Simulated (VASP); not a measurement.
Write the native input for VASP 6.6.1 that does the following.

* Task: single point
* Functional: PBE
* Potentials or basis: VASP PAW PBE potentials, release 64 (Si)
* Cutoff: 520 eV
* k mesh: 11 × 8 × 1
* Occupations: fermi-dirac, width 0.05 eV
* Spin: no spin polarisation
* Dipole correction: yes
* Further INCAR settings: ALGO = Normal; EDIFF = 1e-07; NBANDS = 11

The structure of Si lies in POSCAR:

```
Si
1.0
    2.4456700000      0.0000000000      0.0000000000
    0.0000000000      3.3704800000      0.0000000000
    0.0000000000      0.0000000000     27.4086300000
Si
2
Direct
    0.0000000000      0.0000000000      0.3206400000
    0.5000000000      0.5000000000      0.2631200000
```

The cell was built by a generator and needn't be a form met in nature.

These files were run (other wordings do the same):

INCAR

```
SYSTEM = Si
PREC = Accurate
ENCUT = 520
EDIFF = 1E-7
ISMEAR = -1
SIGMA = 0.05
LREAL = .FALSE.
LASPH = .TRUE.
NELM = 80
ALGO = Normal
ISIF = 2
LWAVE = .FALSE.
LCHARG = .TRUE.
LDIPOL = .TRUE.
IDIPOL = 3
DIPOL = 0.5 0.5 0.292
GGA = PE
LELF = .TRUE.
LVHAR = .TRUE.
LVACPOTAV = .TRUE.
NBANDS = 11
```

KPOINTS

```
Automatic mesh
0
G
  11 8 1
  0 0 0
```

Potentials or basis: VASP PAW PBE potentials, release 64 (Si).

Command:

```console
$ cat potpaw_PBE.64/Si/POTCAR > POTCAR
$ mpirun -np 1 vasp_std > vasp.out
```

Results of the run:

The largest force is 0.274 eV/Å, the band gap on the k mesh is none (metal or under the smearing width) and the work function of the upper face is 4.82 eV. The work function of the lower face is 4.82 eV.

It took 69 s on 1 thread of Intel(R) Xeon(R) 6975P-C (Granite Rapids) (shared host), peak memory 0.32 GiB.
